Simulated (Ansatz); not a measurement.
# Ge (Fd-3m) in Ansatz: settings compared, part 2 of 2

Ansatz 0.2.0.

## Step 4: Band structure, PBEsol, spin-orbit coupling, no magnetisation

Input file run.py:

```python
import json

import ase.io
import numpy as np

import ansatz as az

atoms = ase.io.read("Ge.xyz")

calculation = (
    az.Crystal.from_ase(atoms)
    .calculation()
    .basis(xc_grid=1)
    .kpoints(8, 8, 8)
    .functional("pbesol")
    .pseudopotentials(kind="nc_fr", accuracy="standard", xc_functional="pbesol")
    .spin("noncollinear", soc=True)
    .scf(extra_bands=6)
    .occupations(method="methfessel_paxton", width=0.1)
    .band_structure(path=(((0.0, 0.0, 0.0), (0.5, 0.0, 0.5), (0.5, 0.25, 0.75), (0.375, 0.375, 0.75), (0.0, 0.0,
        0.0), (0.5, 0.5, 0.5), (0.625, 0.25, 0.625), (0.5, 0.25, 0.75), (0.5, 0.5, 0.5), (0.375, 0.375, 0.75)),
        ((0.625, 0.25, 0.625), (0.5, 0.0, 0.5))), intervals=14)
    .density()
    .potential()
    .output_files(volumetric_format="npy")
    .electron_localization_function()
    .forces()
    .stress()
    .band_table(publish=True)
)
outcome = calculation.run(threads=2, events_out="events.jsonl")

report = outcome.report
for line in open("events.jsonl"):
    event = json.loads(line)
    if event["event"] == "scf_iter":
        d = event["data"]
        print(f"SCF {d['iter']:3d}  HF = {d['harris_foulkes_ev']:.6f} eV  dr2 = {d['dr2_ev']:.2e} eV")
    elif event["event"] in ("relax_step", "md_step"):
        d = event["data"]
        print(f"{event['event']} {d['step']:3d}  E = {d['lagrangian_ev']:.6f} eV")
np.set_printoptions(precision=5, suppress=True, linewidth=110)
print("converged:", report["converged"], "after", report["n_iterations"], "iterations")
print(f"free energy {report['free_energy_ev']:.6f} eV, Fermi level {report['fermi_energy_ev']:.4f} eV")
for key in ("band_edges_ev", "magnetization_mub", "site_moments_mub", "site_moments_nc_mub", "forces_ev_ang",
                "stress_gpa", "kpoints_frac", "eigenvalues_ev"):
    if report.get(key) is not None:
        print(key, np.array(report[key]), sep="\n")
```

Input file Ge.xyz:

```xyz
2
Lattice="0.0000000000 2.8289100000 2.8289100000 2.8289100000 0.0000000000 2.8289100000 2.8289100000 2.8289100000 0.0000000000" Properties=species:S:1:pos:R:3 pbc="T T T"
Ge     4.2433650000      4.2433650000      4.2433650000
Ge     2.8289100000      2.8289100000      2.8289100000
```

Potentials or basis: PseudoDojo PBEsol.

Command:

```bash
python run.py
```

Output:

```text
DeckWarning: basis.ecutwfc = 1061.244064 eV, auto-derived from the records' recommended cutoffs: set by Ge (normal level)
PlacementWarning: RAYON_NUM_THREADS=2 ignored (pool sized by the plan → 2); use plan(threads=…)
SCF   1  HF = -4853.907119 eV  dr2 = 4.52e-01 eV
SCF   2  HF = -4853.837426 eV  dr2 = 1.96e-01 eV
SCF   3  HF = -4853.791853 eV  dr2 = 9.37e-04 eV
SCF   4  HF = -4853.791666 eV  dr2 = 1.36e-04 eV
SCF   5  HF = -4853.791586 eV  dr2 = 2.98e-06 eV
SCF   6  HF = -4853.791680 eV  dr2 = 1.19e-08 eV
SCF   7  HF = -4853.791680 eV  dr2 = 2.36e-10 eV
converged: True after 7 iterations
free energy -4853.791680 eV, Fermi level 9.4907 eV
magnetization_mub
0.0
site_moments_nc_mub
[[0. 0. 0.]
 [0. 0. 0.]]
forces_ev_ang
[[-0. -0.  0.]
 [ 0.  0. -0.]]
stress_gpa
[[ 0.74141 -0.       0.     ]
 [-0.       0.74141 -0.     ]
 [ 0.       0.       0.74141]]
kpoints_frac
[[ 0.     0.     0.   ]
 [ 0.     0.     0.125]
 [ 0.     0.     0.25 ]
 [ 0.     0.     0.375]
 [ 0.     0.    -0.5  ]
 [ 0.     0.125  0.125]
 [ 0.     0.125  0.25 ]
 [ 0.     0.125  0.375]
 [ 0.     0.125 -0.5  ]
 [ 0.     0.125 -0.375]
 [ 0.     0.125 -0.25 ]
 [ 0.     0.125 -0.125]
 [ 0.     0.25   0.25 ]
 [ 0.     0.25   0.375]
 [ 0.     0.25  -0.5  ]
 [ 0.     0.25  -0.375]
 [ 0.     0.25  -0.25 ]
 [ 0.     0.375  0.375]
 [ 0.     0.375 -0.5  ]
 [ 0.     0.375 -0.375]
 [ 0.    -0.5   -0.5  ]
 [ 0.125  0.25   0.375]
 [ 0.125  0.25  -0.5  ]
 [ 0.125  0.25  -0.375]
 [ 0.125  0.375 -0.5  ]
 [ 0.125  0.375 -0.375]
 [ 0.125  0.375 -0.25 ]
 [ 0.125 -0.5   -0.375]
 [ 0.25  -0.5   -0.25 ]]
eigenvalues_ev
[[-15.69182 -15.69182 -15.69182 -15.69182 -15.62881 -15.62881 -15.62881 -15.62881 -15.19166 -15.19166
  -15.04997 -15.04997 -15.04997 -15.04997 -15.00798 -15.00798 -15.00798 -15.00798 -14.93984 -14.93984
   -3.3737   -3.3737    9.2198    9.2198    9.40859   9.40859   9.51675   9.51675   9.51675   9.51675
   11.80869  11.80869  12.02341  12.02341]
 [-15.69313 -15.69313 -15.6892  -15.6892  -15.63128 -15.63128 -15.62682 -15.62682 -15.1851  -15.1851
  -15.06153 -15.06153 -15.05557 -15.05557 -15.00156 -15.00156 -14.99951 -14.99951 -14.94244 -14.94244
   -3.1831   -3.1831    7.04316   7.04316   8.98429   8.98429   9.1773    9.1773   10.41893  10.41893
   12.32937  12.32937  12.47567  12.47567]
 [-15.69571 -15.69571 -15.6821  -15.6821  -15.63781 -15.63781 -15.62263 -15.62263 -15.16831 -15.16831
  -15.08264 -15.08264 -15.06526 -15.06526 -14.98981 -14.98981 -14.98636 -14.98636 -14.94935 -14.94935
   -2.62986  -2.62986   4.68112   4.68112   8.43835   8.43835   8.62723   8.62723  10.03646  10.03646
   12.96013  12.96013  13.09677  13.09677]
 [-15.69762 -15.69762 -15.67261 -15.67261 -15.64646 -15.64646 -15.61915 -15.61915 -15.14821 -15.14821
  -15.10274 -15.10274 -15.07244 -15.07244 -14.98051 -14.98051 -14.97583 -14.97583 -14.95822 -14.95822
   -1.81834  -1.81834   2.72425   2.72425   8.05178   8.05178   8.23964   8.23964   9.67001   9.67001
   13.11149  13.11149  13.21748  13.21748]
 [-15.69826 -15.69826 -15.66615 -15.66615 -15.65252 -15.65252 -15.61789 -15.61789 -15.13566 -15.13566
  -15.11455 -15.11455 -15.07499 -15.07499 -14.97707 -14.97707 -14.96895 -14.96895 -14.96524 -14.96524
   -1.27674  -1.27674   1.79307   1.79307   7.91727   7.91727   8.10508   8.10508   9.53956   9.53956
   13.07829  13.07829  13.17153  13.17153]
 [-15.69252 -15.69252 -15.68944 -15.68944 -15.63194 -15.63194 -15.62624 -15.62624 -15.18284 -15.18284
  -15.06759 -15.06759 -15.05351 -15.05351 -15.00138 -15.00138 -14.99698 -14.99698 -14.94285 -14.94285
   -3.11859  -3.11859   7.01103   7.01103   8.4852    8.4852    8.58905   8.58905  11.27255  11.27255
   11.64204  11.64204  13.13145  13.13145]
 [-15.69458 -15.69458 -15.68417 -15.68417 -15.63695 -15.63695 -15.62266 -15.62266 -15.16932 -15.16932
  -15.08372 -15.08372 -15.06048 -15.06048 -14.99677 -14.99677 -14.98516 -14.98516 -14.94649 -14.94649
   -2.68165  -2.68165   5.22447   5.22447   7.85821   7.85821   8.00227   8.00227  11.27821  11.27821
   12.01745  12.01745  13.97577  13.97577]
 [-15.69703 -15.69703 -15.67584 -15.67584 -15.64461 -15.64461 -15.61838 -15.61838 -15.15073 -15.15073
  -15.09983 -15.09983 -15.06879 -15.06879 -14.99632 -14.99632 -14.97316 -14.97316 -14.94942 -14.94942
   -1.93226  -1.93226   3.26838   3.26838   7.1948    7.1948    7.66653   7.66653  10.99503  10.99503
   12.69254  12.69254  14.13867  14.13867]
 [-15.69836 -15.69836 -15.66864 -15.66864 -15.65141 -15.65141 -15.61577 -15.61577 -15.13679 -15.13679
  -15.11009 -15.11009 -15.07382 -15.07382 -14.99807 -14.99807 -14.96848 -14.96848 -14.94895 -14.94895
   -1.18061  -1.18061   1.92672   1.92672   6.73958   6.73958   7.66098   7.66098  10.77022  10.77022
   12.9086   12.9086   13.85683  13.85683]
 [-15.69833 -15.69833 -15.66999 -15.66999 -15.65027 -15.65027 -15.61594 -15.61594 -15.14051 -15.14051
  -15.10745 -15.10745 -15.07209 -15.07209 -14.99948 -14.99948 -14.9675  -14.9675  -14.94968 -14.94968
   -1.38736  -1.38736   2.25772   2.25772   6.5977    6.5977    7.96105   7.96105  10.78861  10.78861
   13.13756  13.13756  13.564    13.564  ]
 [-15.69692 -15.69692 -15.67787 -15.67787 -15.64287 -15.64287 -15.61901 -15.61901 -15.15744 -15.15744
  -15.09443 -15.09443 -15.06537 -15.06537 -14.99994 -14.99994 -14.97257 -14.97257 -14.94976 -14.94976
   -2.21287  -2.21287   3.89047   3.89047   6.84091   6.84091   8.49163   8.49163  11.01706  11.01706
   13.15985  13.15985  13.34239  13.34239]
 [-15.69462 -15.69462 -15.68539 -15.68539 -15.63543 -15.63543 -15.62366 -15.62366 -15.17511 -15.17511
  -15.07666 -15.07666 -15.05862 -15.05862 -15.00069 -15.00069 -14.98643 -14.98643 -14.94576 -14.94576
   -2.86961  -2.86961   5.77104   5.77104   7.65551   7.65551   9.03818   9.03818  11.10831  11.10831
   12.5143   12.5143   12.6598   12.6598 ]
 [-15.69307 -15.69307 -15.68417 -15.68417 -15.63791 -15.63791 -15.62206 -15.62206 -15.15964 -15.15964
  -15.09404 -15.09404 -15.06217 -15.06217 -14.99462 -14.99462 -14.98399 -14.98399 -14.94531 -14.94531
   -2.36154  -2.36154   4.69036   4.69036   7.34651   7.34651   7.3962    7.3962   10.36325  10.36325
   12.10627  12.10627  15.2231   15.2231 ]
 [-15.69452 -15.69452 -15.67964 -15.67964 -15.64177 -15.64177 -15.61924 -15.61924 -15.14461 -15.14461
  -15.10446 -15.10446 -15.06667 -15.06667 -15.00567 -15.00567 -14.97208 -14.97208 -14.94337 -14.94337
   -1.70109  -1.70109   3.33237   3.33237   6.53986   6.53986   7.02351   7.02351  10.62078  10.62078
   12.05749  12.05749  15.13643  15.13643]
 [-15.69688 -15.69688 -15.67502 -15.67502 -15.64635 -15.64635 -15.61492 -15.61492 -15.13565 -15.13565
  -15.10532 -15.10532 -15.07025 -15.07025 -15.01882 -15.01882 -14.96738 -14.96738 -14.93768 -14.93768
[... 15 lines left out ...]
  -15.10992 -15.10992 -15.06161 -15.06161 -15.03281 -15.03281 -14.96055 -14.96055 -14.93838 -14.93838
   -0.29889  -0.29889   1.44901   1.44901   5.83019   5.83019   6.51175   6.51175  10.23533  10.23533
   11.29455  11.29455  17.26623  17.26623]
 [-15.69605 -15.69605 -15.67765 -15.67765 -15.64404 -15.64404 -15.61421 -15.61421 -15.13427 -15.13427
  -15.10024 -15.10024 -15.06307 -15.06307 -15.03954 -15.03954 -14.96468 -14.96468 -14.93207 -14.93207
    0.05032   0.05032   1.10995   1.10995   5.04777   5.04777   6.77564   6.77564  10.4976   10.4976
   13.44488  13.44488  16.57323  16.57323]
 [-15.68658 -15.68658 -15.68658 -15.68658 -15.62984 -15.62984 -15.62984 -15.62984 -15.12067 -15.12067
  -15.12067 -15.12067 -15.04719 -15.04719 -15.04719 -15.04719 -14.94834 -14.94834 -14.94834 -14.94834
    0.5188    0.5188    0.5188    0.5188    6.33244   6.33244   6.33244   6.33244  10.08378  10.08378
   10.08378  10.08378  18.89742  18.89742]
 [-15.69596 -15.69596 -15.67934 -15.67934 -15.64213 -15.64213 -15.61891 -15.61891 -15.15495 -15.15495
  -15.09697 -15.09697 -15.06391 -15.06391 -15.00281 -15.00281 -14.97419 -14.97419 -14.94612 -14.94612
   -2.13513  -2.13513   4.03728   4.03728   6.53748   6.53748   7.79486   7.79486  11.72467  11.72467
   12.19892  12.19892  14.00235  14.00235]
 [-15.69766 -15.69766 -15.67393 -15.67393 -15.64758 -15.64758 -15.61483 -15.61483 -15.14056 -15.14056
  -15.10488 -15.10488 -15.06847 -15.06847 -15.01305 -15.01305 -14.96824 -14.96824 -14.94114 -14.94114
   -1.32479  -1.32479   2.58174   2.58174   5.84565   5.84565   7.31138   7.31138  11.82973  11.82973
   12.79058  12.79058  14.26319  14.26319]
 [-15.69832 -15.69832 -15.67181 -15.67181 -15.64964 -15.64964 -15.61315 -15.61315 -15.13569 -15.13569
  -15.10471 -15.10471 -15.07194 -15.07194 -15.01764 -15.01764 -14.96759 -14.96759 -14.93778 -14.93778
   -0.7635   -0.7635    1.75308   1.75308   5.66324   5.66324   7.09499   7.09499  11.76652  11.76652
   12.75967  12.75967  15.18078  15.18078]
 [-15.69491 -15.69491 -15.67853 -15.67853 -15.64286 -15.64286 -15.61708 -15.61708 -15.13529 -15.13529
  -15.10698 -15.10698 -15.06697 -15.06697 -15.0213  -15.0213  -14.96648 -14.96648 -14.93784 -14.93784
   -0.95861  -0.95861   2.28619   2.28619   5.88738   5.88738   6.50956   6.50956  11.23864  11.23864
   11.8974   11.8974   14.96446  14.96446]
 [-15.69641 -15.69641 -15.67771 -15.67771 -15.64436 -15.64436 -15.61349 -15.61349 -15.13503 -15.13503
  -15.09922 -15.09922 -15.06605 -15.06605 -15.03616 -15.03616 -14.96645 -14.96645 -14.9313  -14.9313
   -0.17909  -0.17909   1.37602   1.37602   5.24569   5.24569   6.31405   6.31405  11.65059  11.65059
   13.59001  13.59001  14.46035  14.46035]
 [-15.69769 -15.69769 -15.67553 -15.67553 -15.64676 -15.64676 -15.61223 -15.61223 -15.13629 -15.13629
  -15.1     -15.1     -15.06665 -15.06665 -15.03265 -15.03265 -14.96707 -14.96707 -14.93221 -14.93221
   -0.50583  -0.50583   1.73708   1.73708   5.09327   5.09327   6.67689   6.67689  12.03205  12.03205
   13.89377  13.89377  14.3376   14.3376 ]
 [-15.69313 -15.69313 -15.68128 -15.68128 -15.63972 -15.63972 -15.61798 -15.61798 -15.13194 -15.13194
  -15.10438 -15.10438 -15.05585 -15.05585 -15.04501 -15.04501 -14.96224 -14.96224 -14.93377 -14.93377
    0.55931   0.55931   0.57557   0.57557   5.82375   5.82375   5.88451   5.88451  11.26232  11.26232
   11.31449  11.31449  16.93666  16.93666]
 [-15.69601 -15.69601 -15.67984 -15.67984 -15.64286 -15.64286 -15.61267 -15.61267 -15.13576 -15.13576
  -15.09416 -15.09416 -15.06041 -15.06041 -15.04868 -15.04868 -14.96709 -14.96709 -14.92785 -14.92785
    0.60666   0.60666   0.6308    0.6308    5.44516   5.44516   5.52045   5.52045  13.63291  13.63291
   13.7711   13.7711   14.05693  14.05693]]
```

Wall time 55 s (2 threads of Arm Neoverse V1, shared host); peak memory 1.2 GiB.

What came out:

| Item | Value |
| --- | --- |
| Free energy | -4853.7917 eV |
| Pressure | 0.7 GPa |
| Band gap on the k mesh | none (metal or under the smearing width) |

Levels at the corners of the path, in eV from the Fermi level:
```tsv
point	band 26	band 27	band 28	band 29	band 30	band 31
Γ	-0.08	0.03	0.03	0.03	0.03	2.32
X	-3.16	-3.16	-3.16	0.59	0.59	0.59
W	-4.05	-3.97	-3.97	4.14	4.14	4.28
K	-4.44	-2.72	-2.72	1.01	1.01	3.95
Γ	-0.08	0.03	0.03	0.03	0.03	2.32
L	-1.57	-1.39	-1.39	0.05	0.05	3.59
U	-4.44	-2.72	-2.72	1.01	1.01	3.95
W	-4.05	-3.97	-3.97	4.14	4.14	4.28
L	-1.57	-1.39	-1.39	0.05	0.05	3.59
K	-4.44	-2.72	-2.72	1.01	1.01	3.95
U	-4.44	-2.72	-2.72	1.01	1.01	3.95
X	-3.16	-3.16	-3.16	0.59	0.59	0.59
```

## Step 5: The runs side by side

| task | level | potentials or basis | cutoff (eV) | driver | points for each segment of the path | other keys | gap on the mesh (eV) | pressure (GPa) |
| --- | --- | --- | --- | --- | --- | --- | --- | --- |
| electric field gradients | revPBE+D4 | Ansatz PAW | 420 | chain | - | - | none | 0.9 |
| electric field gradients | revPBE+D4 | Ansatz PAW | 420 | - | - | - | none | 0.9 |
| band structure | PBEsol | PseudoDojo PBEsol | 1061 | chain | 14 | basis.xc_grid = 1 | none | 0.7 |

Alike in all rows: spin SOC, no magnetisation; cell as given; k mesh 8 × 8 × 8; smearing methfessel-paxton 0.1 eV.

Caveats: pairwise dispersion overbinds metals, which lowers pressure and volume (some runs); this crystal is a semiconductor, whose small gap the functional closes, so the metal is an error of the method (some runs); the potentials were made for another functional, which shifts forces and pressure (some runs); the PAW data sets come from PBE, with cores solved anew for the run's functional, which leaves a small shift of forces and pressure (some runs).

Absolute energies hang on the potentials; compare differences alone.

## Step 6: How close it comes

Step 2. A measured gap of Ge is 0.744 eV (indirect; 0 K; “Temperature-dependent photoluminescence in Ge: experiment and theory”, 2020, arxiv:2003.00143); the calculated 0.00 eV misses it by -0.74 eV. 3 values of this kind are on record (0.666 to 0.807 eV); this one was drawn at random among those near their median. The value is that of revPBE+D4 on a finite k mesh, which can miss the band edges, without temperature or zero-point motion. Semilocal functionals fall short of measured gaps as a rule.

Step 3. A measured gap of Ge is 0.666 eV (indirect; 293 K; “Electronic and optical properties of SixGe1-x-ySny alloys lattice-matched to Ge”, 2021, arxiv:2109.02782); the calculated 0.00 eV misses it by -0.67 eV. 3 values of this kind are on record (0.666 to 0.807 eV); this one was drawn at random among those near their median. The value is that of revPBE+D4 on a finite k mesh, which can miss the band edges, without temperature or zero-point motion. Semilocal functionals fall short of measured gaps as a rule.
